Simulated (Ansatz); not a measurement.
# AlP: pressure against volume, part 2 of 2

How stiff is AlP, and at what volume does the pressure vanish? The cell is scaled evenly, atoms carried along, and solved with LAPW, PAW and all-electron datasets made for the crystal.

Ansatz 0.2.0; DFT PBE; a database cell (COD). «Crystal datasets» are all-electron PAW datasets made for this crystal. The steps go on from the part before.

**7. Volume × 1.03, LAPW**

The COD entry's cell or inner coordinates are ideal or old and differ from later refinements, so a difference from it is no clean test against experiment.

input.yaml

```yaml
crystal:
  lattice:
    - [0.0, 2.7524869036, 2.7524869036]
    - [2.7524869036, 0.0, 2.7524869036]
    - [2.7524869036, 2.7524869036, 0.0]
  atoms:
    - { symbol: Al, position: [0.0, 0.0, 0.0] }
    - { symbol: P, position: [0.75, 0.75, 0.75] }
kpoints:
  mp_grid: { grid: [13, 13, 13] }
scf:
  occupations: { method: fermi_dirac, width: 0.03 }
hamiltonian:
  xc: pbe
  pseudopotentials: { kind: all_electron, lapw: { basis_error: 0.00025 } }
output:
  forces: true
  stress: true
  eigenvalues: true
```

The log of the run (excerpt; [...] marks lines left out):

```text
LAPW: plane waves up to 8.207 Å⁻¹, error target 2.5e-4 eV per atom; small_component_spin mean_spin; Al in spheres of 1.221 Å, 11 of its electrons in bands, Dirac shells []; P in spheres of 1.163 Å, 13 of its electrons in bands, Dirac shells []
[...]
Pseudopotentials: kind: all_electron
Pseudopotential: Al, LAPW, valence charge 11, Koelling and Harmon's equation, gaussian nucleus
Pseudopotential: P, LAPW, valence charge 13, Koelling and Harmon's equation, gaussian nucleus
Functional definition: PBE
[...]
Crystal: 2 atoms, lattice volume = 41.707 Å³
Basis set: ecut = 256.60698737345086 eV, 387 PW (Γ), exchange–correlation at level 2
Bands: 16, of which v1, the nominal top of the filled ones, is band 12 counted from 1 (11 counted from 0)
Symmetry: 24 space group operations
Space group: F-43m (ITA 216), of the structure as read, at distance tolerance 3.5e-5 Å
[...]
the basis was enlarged: its passes take 578.8 KiB over the memory plan, 1 of 1 planned eigensolver slots
[...]
SCF iter   6: F=-15917.765275 eV  HF=-15917.765275 eV  |F-HF|=1.31e-7  |Δ(HF+E_count)|=   2.57e-6  Δρ=1.58e-5  dr2=7.51e-8  ethr=6.80e-9  ⟨swp⟩=3.0  Hψ=3751  notcnv=0
[...]
SCF converged after 6 iterations
Free energy (F): -15917.765275 eV
[...]
E sigma→0 (E₀):  -15917.765275 eV
Fermi energy:    6.858693 eV
[...]
--- Forces (eV/Å), atoms counted from 1 ---
  atom   1  Al    -0.00000000    -0.00000000    -0.00000000
  atom   2  P      0.00000000     0.00000000     0.00000000
[...]
--- Stress (GPa, compression-positive) ---
        0.081367      -0.000000      -0.000000
       -0.000000       0.081367       0.000000
       -0.000000       0.000000       0.081367
  P = ⅓ Tr σ = 0.0814 GPa (0.814 kbar)
--- Band table (eV; the first three rows and the last of 84) ---
  k-point 0: bands = ["-160.8116", "-111.2814", "-111.2814", "-111.2814", "-96.4639", "-57.9272", "-57.9272", "-57.9272", "-5.3439", "6.0218", "6.0218", "6.0218", "9.1145", "10.5481", "10.5481", "10.5481"]
[...]
```

Run time: 8.3 s. Hardware: 1 thread, shared host.

Result: pressure 0.08 GPa; gap on the k mesh 1.66 eV (an odd mesh misses the zone boundary).

**8. Volume × 1.03, PAW**

input.yaml, as its differences from that of step 7:

```diff
@@ -14,3 +14,3 @@
   xc: pbe
-  pseudopotentials: { kind: all_electron, lapw: { basis_error: 0.00025 } }
+  pseudopotentials: { kind: paw }
 output:
@@ -19 +19,2 @@
   eigenvalues: true
+  efg: { contact_densities: true }
```

The log of the run (excerpt; [...] marks lines left out):

```text
[...]
[... 4 set-up lines as earlier in the session ...]
[...]
Crystal: 2 atoms, lattice volume = 41.707 Å³
Basis set: ecut = 420 eV, 869 PW (Γ), exchange–correlation on 54×54×54 points (8 copies of the dense FFT grid, shifted against one another)
Bands: 8, of which v1, the nominal top of the filled ones, is band 4 counted from 1 (3 counted from 0)
[... 2 set-up lines as earlier in the session ...]
k-points: 84 of 2197 (time reversal used)
[...]
SCF iter   1: F=—  HF=-1294.444436 eV  |F-HF|=—  |Δ(HF+E_count)|=         —  Δρ=1.36e-3  dr2=1.32e-3  ethr=1.77e-3  ⟨swp⟩=6.4  Hψ=6390  notcnv=0
[...]
E sigma→0 (E₀):  -1294.444212 eV
Fermi energy:    5.647217 eV
[...]
--- Forces (eV/Å), atoms counted from 1 ---
  atom   1  Al    -0.00000000     0.00000000     0.00000000
  atom   2  P      0.00000000     0.00000000     0.00000000
[...]
--- Stress (GPa, compression-positive) ---
        0.123076      -0.000000       0.000000
       -0.000000       0.123076       0.000000
       -0.000000       0.000000       0.123076
  P = ⅓ Tr σ = 0.1231 GPa (1.231 kbar)
--- PAW observables at the nuclei: V_zz in 10²¹ V/m², potentials from the cell's mean, atoms counted from 1 ---
  atom   1  Al V_zz =    -0.000000   η = 0.0000   by run symmetry: forbidden
            electrostatic potential = -1226.601196 V   contact ρ = 10084.219606 e/Å³
  atom   2  P  V_zz =    +0.000000   η = 0.0000   by run symmetry: forbidden
            electrostatic potential = -1493.070423 V   contact ρ = 16017.499060 e/Å³
--- Band table (eV; the first three rows and the last of 84) ---
  k-point 0: bands = ["-6.5506", "4.8097", "4.8097", "4.8097", "7.9080", "9.3389", "9.3389", "9.3389"]
[...]
```

Wall time 2 s (1 thread, shared host).

Result: pressure 0.12 GPa; gap on the k mesh 1.67 eV (an odd mesh misses the zone boundary).

**9. Volume × 1.06, LAPW**

input.yaml

```yaml
crystal:
  lattice:
    - [0.0, 2.7789547475, 2.7789547475]
    - [2.7789547475, 0.0, 2.7789547475]
    - [2.7789547475, 2.7789547475, 0.0]
  atoms:
    - { symbol: Al, position: [0.0, 0.0, 0.0] }
    - { symbol: P, position: [0.75, 0.75, 0.75] }
kpoints:
  mp_grid: { grid: [13, 13, 13] }
scf:
  occupations: { method: fermi_dirac, width: 0.03 }
hamiltonian:
  xc: pbe
  pseudopotentials: { kind: all_electron, lapw: { basis_error: 0.00025 } }
output:
  forces: true
  stress: true
  eigenvalues: true
```

The log of the run (excerpt; [...] marks lines left out):

```text
LAPW: plane waves up to 8.097 Å⁻¹, error target 2.5e-4 eV per atom; small_component_spin mean_spin; Al in spheres of 1.233 Å, 11 of its electrons in bands, Dirac shells []; P in spheres of 1.174 Å, 13 of its electrons in bands, Dirac shells []
[...]
[... 4 set-up lines as earlier in the session ...]
[...]
Crystal: 2 atoms, lattice volume = 42.921 Å³
Basis set: ecut = 249.81503926419992 eV, 387 PW (Γ), exchange–correlation at level 2
Bands: 16, of which v1, the nominal top of the filled ones, is band 12 counted from 1 (11 counted from 0)
[... 2 set-up lines as earlier in the session ...]
[...]
the basis was enlarged: its passes take 562.5 KiB over the memory plan, 1 of 1 planned eigensolver slots
[...]
SCF iter   6: F=-15917.757184 eV  HF=-15917.757184 eV  |F-HF|=1.28e-7  |Δ(HF+E_count)|=   2.63e-6  Δρ=1.53e-5  dr2=7.55e-8  ethr=6.69e-9  ⟨swp⟩=3.0  Hψ=3751  notcnv=0
[...]
SCF converged after 6 iterations
Free energy (F): -15917.757184 eV
[...]
E sigma→0 (E₀):  -15917.757184 eV
Fermi energy:    6.584274 eV
[...]
--- Forces (eV/Å), atoms counted from 1 ---
  atom   1  Al    -0.00000000    -0.00000000    -0.00000000
  atom   2  P      0.00000000     0.00000000    -0.00000000
[...]
--- Stress (GPa, compression-positive) ---
       -2.156374       0.000000       0.000000
        0.000000      -2.156374       0.000000
        0.000000       0.000000      -2.156374
  P = ⅓ Tr σ = -2.1564 GPa (-21.564 kbar)
--- Band table (eV; the first three rows and the last of 84) ---
  k-point 0: bands = ["-161.1518", "-111.6236", "-111.6236", "-111.6236", "-96.8326", "-58.2966", "-58.2966", "-58.2966", "-5.4857", "5.7218", "5.7218", "5.7218", "8.5739", "10.2075", "10.2075", "10.2075"]
[...]
```

Wall time 13 s (1 thread, shared host).

Read from it: pressure -2.16 GPa; gap on the k mesh 1.72 eV (an odd mesh misses the zone boundary).

**10. Volume × 1.06, PAW**

input.yaml, as its differences from that of step 9:

```diff
@@ -14,3 +14,3 @@
   xc: pbe
-  pseudopotentials: { kind: all_electron, lapw: { basis_error: 0.00025 } }
+  pseudopotentials: { kind: paw }
 output:
@@ -19 +19,2 @@
   eigenvalues: true
+  efg: { contact_densities: true }
```

The log of the run (excerpt; [...] marks lines left out):

```text
[...]
[... 4 set-up lines as earlier in the session ...]
[...]
Crystal: 2 atoms, lattice volume = 42.921 Å³
Basis set: ecut = 420 eV, 869 PW (Γ), exchange–correlation on 54×54×54 points (8 copies of the dense FFT grid, shifted against one another)
Bands: 8, of which v1, the nominal top of the filled ones, is band 4 counted from 1 (3 counted from 0)
[... 2 set-up lines as earlier in the session ...]
k-points: 84 of 2197 (time reversal used)
[...]
SCF iter   1: F=—  HF=-1294.436680 eV  |F-HF|=—  |Δ(HF+E_count)|=         —  Δρ=1.47e-3  dr2=1.62e-3  ethr=1.77e-3  ⟨swp⟩=6.3  Hψ=6382  notcnv=0
[...]
E sigma→0 (E₀):  -1294.436399 eV
Fermi energy:    5.406389 eV
[...]
--- Forces (eV/Å), atoms counted from 1 ---
  atom   1  Al    -0.00000000     0.00000000    -0.00000000
  atom   2  P      0.00000000    -0.00000000    -0.00000000
[...]
--- Stress (GPa, compression-positive) ---
       -2.126034       0.000000      -0.000000
        0.000000      -2.126034       0.000000
       -0.000000       0.000000      -2.126034
  P = ⅓ Tr σ = -2.1260 GPa (-21.260 kbar)
--- PAW observables at the nuclei: V_zz in 10²¹ V/m², potentials from the cell's mean, atoms counted from 1 ---
  atom   1  Al V_zz =    -0.000000   η = 0.0000   by run symmetry: forbidden
            electrostatic potential = -1226.165073 V   contact ρ = 10084.292707 e/Å³
  atom   2  P  V_zz =    +0.000000   η = 0.0000   by run symmetry: forbidden
            electrostatic potential = -1492.682788 V   contact ρ = 16017.817309 e/Å³
--- Band table (eV; the first three rows and the last of 84) ---
  k-point 0: bands = ["-6.6592", "4.5433", "4.5433", "4.5433", "7.4003", "9.0315", "9.0315", "9.0315"]
[...]
```

Run time: 2 s. Hardware: 1 thread, shared host.

Result: pressure -2.13 GPa; gap on the k mesh 1.72 eV (an odd mesh misses the zone boundary).

**11. Volume × 1.06, crystal datasets**

input.yaml, as its differences from that of step 10:

```diff
@@ -14,3 +14,3 @@
   xc: pbe
-  pseudopotentials: { kind: paw }
+  pseudopotentials: { kind: all_electron, datasets: crystal }
 output:
```

The log of the run (excerpt; [...] marks lines left out):

```text
[...]
[... 1 set-up line as earlier in the session ...]
Pseudopotential: Al, paw, valence charge 11, recommended cutoff 180 eV (normal), Koelling and Harmon's equation, gaussian nucleus
Pseudopotential: P, paw, valence charge 5, recommended cutoff 180 eV (normal), Koelling and Harmon's equation, gaussian nucleus
[... 1 set-up line as earlier in the session ...]
[...]
Crystal: 2 atoms, lattice volume = 42.921 Å³
Basis set: ecut = 180 eV, 259 PW (Γ), exchange–correlation on 40×40×40 points (8 copies of the dense FFT grid, shifted against one another)
Bands: 8, of which v1, the nominal top of the filled ones, is band 4 counted from 1 (3 counted from 0)
[... 2 set-up lines as earlier in the session ...]
k-points: 84 of 2197 (time reversal used)
[...]
--- Forces (eV/Å), atoms counted from 1 ---
  atom   1  Al    -0.00000000     0.00000000    -0.00000000
  atom   2  P      0.00000000    -0.00000000     0.00000000
[...]
--- Stress (GPa, compression-positive) ---
       -2.157258      -0.000000      -0.000000
       -0.000000      -2.157258       0.000000
       -0.000000       0.000000      -2.157258
  P = ⅓ Tr σ = -2.1573 GPa (-21.573 kbar)
  It holds what live shells' own plane waves past their cutoff add
--- PAW observables at the nuclei: V_zz in 10²¹ V/m², potentials from the cell's mean, atoms counted from 1 ---
  atom   1  Al V_zz =    -0.000000   η = 0.0000   by run symmetry: forbidden
            electrostatic potential = -1226.108084 V   contact ρ = 10090.428410 e/Å³
  atom   2  P  V_zz =    -0.000000   η = 0.0000   by run symmetry: forbidden
            electrostatic potential = -1492.458951 V   contact ρ = 16030.768504 e/Å³
--- Band table (eV; the first three rows and the last of 84) ---
  k-point 0: bands = ["-5.4856", "5.7220", "5.7220", "5.7220", "8.5742", "10.2076"]
[...]
```

Run time: 3.3 s. Hardware: 1 thread, shared host.

In short: pressure -2.16 GPa; gap on the k mesh 1.72 eV (an odd mesh misses the zone boundary).

**12. All volumes together**

The rows at scale 1 come from earlier runs of the unscaled cell with the same settings.

```
          method  volume (Å³/atom)  F above the lowest (meV/atom)  pressure (GPa)  gap on the k mesh (eV)
            LAPW            19.041                           48.4            9.15                    1.48
            LAPW            19.639                           20.9            5.70                    1.55
            LAPW            20.246                            5.1            2.68                    1.61
            LAPW            20.853                            0.0            0.08                    1.66
            LAPW            21.461                            4.0           -2.16                    1.72
             PAW            19.041                           49.1            9.24                    1.48
             PAW            19.639                           21.3            5.78                    1.55
             PAW            20.246                            5.3            2.74                    1.61
             PAW            20.853                            0.0            0.12                    1.67
             PAW            21.461                            3.9           -2.13                    1.72
crystal datasets            19.041                              –            9.15                    1.48
crystal datasets            20.246                              –            2.68                    1.61
crystal datasets            21.461                              –           -2.16                    1.72
```

**13. What came out**

What follows sums up all 2 parts.

| quantity | value |
| --- | --- |
| equilibrium volume (LAPW) | 20.874 Å³/atom |
| bulk modulus (LAPW) | 82 GPa |
| its pressure derivative (LAPW) | 4.1 |
| equilibrium volume (PAW) | 20.885 Å³/atom |
| bulk modulus (PAW) | 83 GPa |
| its pressure derivative (PAW) | 4.1 |

What this shows: By LAPW, the pressure vanishes at 20.87 Å³/atom (+3.1 % from the starting cell) and the bulk modulus there is 82 GPa (Birch-Murnaghan, third order). PAW's volume lies +0.05 % and its modulus +0.3 % from LAPW's. The gap goes from 1.48 eV at the smallest volume to 1.72 eV at the largest. No thermal or zero-point expansion is included.

These are semilocal Kohn-Sham gaps, which aren't the measured quantity. Such gaps usually fall short of the measured ones.
